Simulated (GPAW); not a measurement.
# RbBr (Fm-3m) in GPAW: reference runs

Reference runs on RbBr: the cell as given and a disturbed copy.

All numbers are computed with GPAW 26.7.0; they aren't measurements. Logs are shortened: lines on timing, memory, paths and dates and some standing lists are left out, and cuts for length are marked. The log counts tension as positive stress, the text compression.

**1. The structure**

It takes space group Fm-3m (No. 225, cubic). The conventional cell has a = 6.854 Å, b = 6.854 Å, c = 6.854 Å, α = 90.00°, β = 90.00°, γ = 90.00°. Rb (site symmetry m-3m) has 6 Br at 3.43 Å as nearest neighbours. Around Br (site symmetry m-3m) lie 6 Rb at 3.43 Å.

**2. Single point, PBE**

Contents of run.py:

```python
from ase import Atoms
from ase.dft.bandgap import bandgap
from ase.io import write
from ase.units import GPa
from gpaw import GPAW, PW

atoms = Atoms(['Rb', 'Br'],
              cell=[[0.0, 3.427, 3.427],
                    [3.427, 0.0, 3.427],
                    [3.427, 3.427, 0.0]],
              scaled_positions=[[0.0, 0.0, 0.0],
                                [0.5, 0.5, 0.5]],
              pbc=True)

calc = GPAW(mode=PW(600),
            xc='PBE',
            kpts={'size': (7, 7, 7), 'gamma': True},
            occupations={'name': 'fermi-dirac', 'width': 0.05},
            nbands=16,
            convergence={'density': 1e-05, 'energy': 1e-05},
            maxiter=150,
            txt='gpaw.txt')
atoms.calc = calc
energy = atoms.get_potential_energy()
forces = atoms.get_forces()
stress = atoms.get_stress()
calc.write('gs.gpw')
write('result.traj', atoms)
print(f'Energy: {energy:.6f} eV')
print('Forces (eV/A):')
print(forces.round(4))
print('Stress (GPa):', (stress / GPa).round(3))
print('Fermi level:', round(calc.get_fermi_level(), 4), 'eV')
print(f'Gap: {bandgap(calc)[0]:.4f} eV, direct: {bandgap(calc, direct=True)[0]:.4f} eV')
```

Potentials or basis: GPAW PAW data sets (gpaw-data 1.2.1), pw.

The run is started by

```console
$ OMP_NUM_THREADS=1 python run.py
```

gpaw.txt:

```text
__  _  _
 | _ |_)|_||  |
 |__||  | ||/\| - 26.7.0

Input parameters:
  mode=PW(ecut=600.0),
  convergence={'density': 1e-05, 'energy': 1e-05},
  kpts=MonkhorstPack(size=(7, 7, 7), gamma=True),
  maxiter=150,
  nbands=16,
  occupations=Occupations(name='fermi-dirac', width=0.05),
  xc=XC(name='PBE')

Diagonalizing LCAO Hamiltonian
Converting LCAO to pw mode

                  Br

       Rb

Atoms  # Å, Bohr magnetons
|   | symbol |        x |        y |        z |    initial magnetic moments |
|---|--------|----------|----------|----------|-----------------------------|
| 0 |     Rb | 0.000000 | 0.000000 | 0.000000 | ( 0.0000,  0.0000,  0.0000) |
| 1 |     Br | 3.427000 | 3.427000 | 3.427000 | ( 0.0000,  0.0000,  0.0000) |

Unit cell  # Å
| periodic |        x |        y |        z |  lengths |    angles |
|----------|----------|----------|----------|----------|-----------|
|      yes | 0.000000 | 3.427000 | 3.427000 | 4.846510 | 60.000000 |
|      yes | 3.427000 | 0.000000 | 3.427000 | 4.846510 | 60.000000 |
|      yes | 3.427000 | 3.427000 | 0.000000 | 4.846510 | 60.000000 |

Number of symmetries: 48
Symmetry operations  # r_c * U_cc + t_c -> r_c
|    | kind |            matrix            |
|----|------|------------------------------|
|  0 |  σ   |  1, 0, 0,  1, 0,-1,  1,-1, 0 |
|  1 |  C2  |  1, 0, 0,  1,-1, 0,  1, 0,-1 |
|  2 |  E   |  1, 0, 0,  0, 1, 0,  0, 0, 1 |
|  3 |  σ   |  1, 0, 0,  0, 0, 1,  0, 1, 0 |
|  4 |  C4  |  1, 0,-1,  1, 0, 0,  1,-1, 0 |
|  5 |  S6  |  1, 0,-1,  1,-1, 0,  1, 0, 0 |
|  6 |  σ   |  1, 0,-1,  0, 1,-1,  0, 0,-1 |
|  7 |  C3  |  1, 0,-1,  0, 0,-1,  0, 1,-1 |
|  8 |  S6  |  1,-1, 0,  1, 0, 0,  1, 0,-1 |
|  9 |  C4  |  1,-1, 0,  1, 0,-1,  1, 0, 0 |
| 10 |  C3  |  1,-1, 0,  0,-1, 1,  0,-1, 0 |
| 11 |  σ   |  1,-1, 0,  0,-1, 0,  0,-1, 1 |
| 12 |  σ   |  0, 1, 0,  1, 0, 0,  0, 0, 1 |
| 13 |  C4  |  0, 1, 0,  0, 1,-1, -1, 1, 0 |
| 14 |  C3  |  0, 1, 0,  0, 0, 1,  1, 0, 0 |
| 15 |  S6  |  0, 1, 0, -1, 1, 0,  0, 1,-1 |
| 16 |  C2  |  0, 1,-1,  1, 0,-1,  0, 0,-1 |
| 17 |  σ   |  0, 1,-1,  0, 1, 0, -1, 1, 0 |
| 18 |  S4  |  0, 1,-1,  0, 0,-1,  1, 0,-1 |
| 19 |  C4  |  0, 1,-1, -1, 1, 0,  0, 1, 0 |
| 20 |  C3  |  0, 0, 1,  1, 0, 0,  0, 1, 0 |
| 21 |  σ   |  0, 0, 1,  0, 1, 0,  1, 0, 0 |
| 22 |  S6  |  0, 0, 1,  0,-1, 1, -1, 0, 1 |
| 23 |  C4  |  0, 0, 1, -1, 0, 1,  0,-1, 1 |
| 24 |  S4  |  0, 0,-1,  1, 0,-1,  0, 1,-1 |
| 25 |  C3  |  0, 0,-1,  0, 1,-1,  1, 0,-1 |
| 26 |  C2  |  0, 0,-1,  0,-1, 0, -1, 0, 0 |
| 27 |  S6  |  0, 0,-1, -1, 0, 0,  0,-1, 0 |
| 28 |  S4  |  0,-1, 1,  1,-1, 0,  0,-1, 0 |
| 29 |  C4  |  0,-1, 1,  0, 0, 1, -1, 0, 1 |
| 30 |  C2  |  0,-1, 1,  0,-1, 0,  1,-1, 0 |
| 31 |  σ   |  0,-1, 1, -1, 0, 1,  0, 0, 1 |
| 32 |  C3  |  0,-1, 0,  1,-1, 0,  0,-1, 1 |
| 33 |  S6  |  0,-1, 0,  0, 0,-1, -1, 0, 0 |
| 34 |  S4  |  0,-1, 0,  0,-1, 1,  1,-1, 0 |
| 35 |  C2  |  0,-1, 0, -1, 0, 0,  0, 0,-1 |
| 36 |  C2  | -1, 1, 0,  0, 1, 0,  0, 1,-1 |
| 37 |  S6  | -1, 1, 0,  0, 1,-1,  0, 1, 0 |
| 38 |  S4  | -1, 1, 0, -1, 0, 1, -1, 0, 0 |
| 39 |  C3  | -1, 1, 0, -1, 0, 0, -1, 0, 1 |
| 40 |  S6  | -1, 0, 1,  0, 0, 1,  0,-1, 1 |
| 41 |  C2  | -1, 0, 1,  0,-1, 1,  0, 0, 1 |
| 42 |  C3  | -1, 0, 1, -1, 1, 0, -1, 0, 0 |
| 43 |  S4  | -1, 0, 1, -1, 0, 0, -1, 1, 0 |
| 44 |  C2  | -1, 0, 0,  0, 0,-1,  0,-1, 0 |
| 45 |  i   | -1, 0, 0,  0,-1, 0,  0, 0,-1 |
| 46 |  σ   | -1, 0, 0, -1, 1, 0, -1, 0, 1 |
| 47 |  C2  | -1, 0, 0, -1, 0, 1, -1, 1, 0 |

BZ-sampling:
  Number of BZ points: 343
  Number of IBZ points: 20

  Monkhorst-Pack size: [7, 7, 7]
  Monkhorst-Pack shift: [0, 0, 0]

K-points  # in reciprocal-cell coordinates
|     |                                coordinates |     weight |
|-----|--------------------------------------------|------------|
|   0 | (  0.00000000,   0.00000000,   0.00000000) | 0.00291545 |
|   1 | (  0.14285714,   0.14285714,   0.00000000) | 0.01749271 |
|   2 | (  0.14285714,   0.14285714,   0.14285714) | 0.02332362 |
|   3 | (  0.28571429,   0.14285714,   0.14285714) | 0.03498542 |
|   4 | (  0.28571429,   0.28571429,   0.00000000) | 0.01749271 |
|   5 | (  0.28571429,   0.28571429,   0.14285714) | 0.06997085 |
|   6 | (  0.28571429,   0.28571429,   0.28571429) | 0.02332362 |
|   7 | (  0.42857143,  -0.28571429,  -0.28571429) | 0.03498542 |
|   8 | (  0.42857143,   0.28571429,  -0.42857143) | 0.13994169 |
|   9 | (  0.42857143,   0.28571429,  -0.28571429) | 0.06997085 |
| ... |                                            |            |
|  19 | (  0.42857143,   0.42857143,   0.42857143) | 0.02332362 |

Plane wave coefficients: 2733
Cutoff: 600.0 eV

Spin-components: 1 (collinear spins)
Bands:           16
Projectors:      10
Spin-degeneracy: 2
Datatype:        complex128

Density:
  Valence electrons: 16.0
  Components: 1
  Grid points: [28 28 28]
  Charge: 0.0  # |e|

Potential:
  Grid points: [28 28 28]

species:
  Rb:
    name:    Rubidium
    Z:       37.0
    valence: 9
    core:    28
    charge:  0.0  # [|e|]
    compensation charges:
      type: gauss
      rc: 0.38  # [Å]
      lmax: 2
    cutoffs:
      filter: 2.43  # [Å]
      core: 1.99  # [Å]
    projectors
    | kind |    occ | energy [eV] | rcut [Å] |
    |------|--------|-------------|----------|
    |   4s |  2.000 |     -31.879 |    1.376 |
    |   5s |  1.000 |      -2.231 |    1.376 |
    |   4p |  6.000 |     -15.966 |    1.270 |
    |    p |        |      11.245 |    1.270 |
    |    d |        |       0.000 |    1.217 |

    Using partial waves for Rb as LCAO basis

  Br:
    name:    Bromine
    Z:       35.0
    valence: 7
    core:    28
    charge:  0.0  # [|e|]
    compensation charges:
      type: gauss
      rc: 0.35  # [Å]
      lmax: 2
    cutoffs:
      filter: 1.98  # [Å]
      core: 2.38  # [Å]
    projectors
    | kind |    occ | energy [eV] | rcut [Å] |
    |------|--------|-------------|----------|
    |   4s |  2.000 |     -20.121 |    1.111 |
    |   4p |  5.000 |      -7.861 |    1.111 |
    |    s |        |       7.091 |    1.111 |
    |    p |        |      19.351 |    1.111 |
    |    d |        |       0.000 |    1.111 |

    Using partial waves for Br as LCAO basis

Reference energy: -152005.600152  # eV

eigensolver:
  PPCG
  Converge bands: occupied
  niter=2

density mixing:
  MSR1-Mixer
  Pratt-step length: 0.05
  Maximum mixing coefficient: 0.75
  Old densities: 10
  SVD Regularization: 0.005
  Good broyden scale: 1.0
  Trust region scale: 1.0
  Backstep threshold: 4.0
  History deletion threshold: 6.0
  Fourier metric: weight=20.0, sigma=0.015

occupation numbers:
  Fermi-Dirac:
    width: 0.0500  # eV

poisson solver:
  ecut: 4800.0  # eV

xc functional:
  name: PBE with 2 nearest neighbor stencil

convergence criteria:
- Maximum integral of absolute [dens]ity change: 1e-05 electrons / valence electron
- Maximum [total energy] change in last 3 cyles: 1e-05 eV / valence electron
- Maximum integral of absolute [eigenst]ate change: 4e-08 eV^2 / valence electron
maximum number of iterations: 150

SCF iterations
|iter     | |      energy | eigst |  dens |
|---------|-|-------------|-------|-------|
|iter:   1| |   -6.192573 | -1.01 |       |
|iter:   2| |   -6.161451 | -3.18 | -1.28 |
|iter:   3| |   -6.042854 | -2.40 | -1.32 |
|iter:   4| |   -6.048416 | -3.98 | -1.75 |
|iter:   5| |   -6.050827 | -4.31 | -2.14 |
|iter:   6| |   -6.050905 | -5.76 | -3.04 |
|iter:   7| |   -6.050918c| -6.52 | -3.48 |
|iter:   8| |   -6.050919c| -7.67c| -4.26 |
|iter:   9| |   -6.050919c| -7.87c| -5.09c|

Converged in 9 steps
Energy contributions relative to reference atoms: (reference = -152005.600152)

Energy contributions:
  Kinetic:          10.257052
  Coulomb:          -9.637658
  Zero:             -0.040876
  External:          0.000000
  Xc:               -6.629437
  Entropy:          -0.000000
  Spinorbit:         0.000000
  ----------------------------
  Free energy:      -6.050919
  Extrapolated:     -6.050919

dipole moment: (-26.243549, -26.243549, -26.243549)  # |e|*Ang

Fermi level: 1.657
Eigenvalues  # (at kpt = [0.000, 0.000, 0.000])
| band index |      eig [eV] | occ [0-2] |
|------------|---------------|-----------|
|          0 |       -24.489 |     2.000 |
|          1 |       -12.251 |     2.000 |
|          2 |        -8.578 |     2.000 |
|          3 |        -8.578 |     2.000 |
|          4 |        -8.578 |     2.000 |
|          5 |        -0.082 |     2.000 |
|          6 |        -0.082 |     2.000 |
|          7 |        -0.082 |     2.000 |
|          8 |         4.285 |     0.000 |
|          9 |         7.202 |     0.000 |
|         10 |         7.202 |     0.000 |
|         11 |         7.202 |     0.000 |
|         12 |         8.092 |     0.000 |
|         13 |         8.092 |     0.000 |
|         14 |        10.921 |     0.000 |
|         15 |        16.088 |     0.000 |

Gap: 4.368 eV
Transition (v -> c):
  (s=0, k=0, n=7, [0.00, 0.00, 0.00]) -> (s=0, k=0, n=8, [0.00, 0.00, 0.00])
No difference between direct/indirect transitions

Forces  # eV/Ang
|       x |        y |       z |
|---------|----------|---------|
| 0.00000 |  0.00000 | 0.00000 |  # Rb   0
| 0.00000 | -0.00000 | 0.00000 |  # Br   1

Stress tensor  # eV/Ang^3
|         x |         y |         z |
|-----------|-----------|-----------|
| -0.006310 | -0.000000 | -0.000000 |
| -0.000000 | -0.006310 | -0.000000 |
| -0.000000 | -0.000000 | -0.006310 |

# Writing to gs.gpw (mode='')
```

Wall time 13 s (1 thread of Arm Neoverse V2, shared host); peak memory 0.17 GiB.

What came out:

| Quantity | Value |
| --- | --- |
| Free energy | -6.0509 eV |
| Pressure | 1.0 GPa |
| Band gap on the k mesh | 4.37 eV, direct |

Caveat: an odd mesh through Γ misses points on the zone boundary, where band edges often lie.

**3. Single point, PBE (atoms moved at random, drawn with an rms of 0.05 Å)**

run.py, as its differences from that of step 2:

```diff
@@ -10,4 +10,4 @@
                     [3.427, 3.427, 0.0]],
-              scaled_positions=[[0.0, 0.0, 0.0],
-                                [0.5, 0.5, 0.5]],
+              scaled_positions=[[-0.003205, 0.000367, 0.002134],
+                                [0.501543, 0.503079, 0.490518]],
               pbc=True)
```

Potentials or basis: GPAW PAW data sets (gpaw-data 1.2.1), pw.

The run is started by

```console
$ OMP_NUM_THREADS=1 python run.py
```

Run time: 94 s. Hardware: 1 thread of Arm Neoverse V2, shared host; peak memory 0.36 GiB.

Results (log left out):

- Free energy: -6.0496 eV
- Pressure: 1.0 GPa
- Largest force: 0.058 eV/Å
- Band gap on the k mesh: 4.37 eV, direct

Forces in eV/Å, atoms in the order of the input:
```
Rb  -0.038 -0.030  0.032
Br   0.038  0.030 -0.032
```

Levels at points of the mesh, in eV from the valence-band top:
| k point | band 5 | band 6 | band 7 | band 8 | band 9 | band 10 | band 11 | band 12 |
| --- | --- | --- | --- | --- | --- | --- | --- | --- |
| (0.00, 0.00, 0.00) | -8.49 | 0.00 | 0.00 | 0.00 | 4.37 | 7.29 | 7.29 | 7.29 |

Caveat: an odd mesh through Γ misses points on the zone boundary, where band edges often lie.
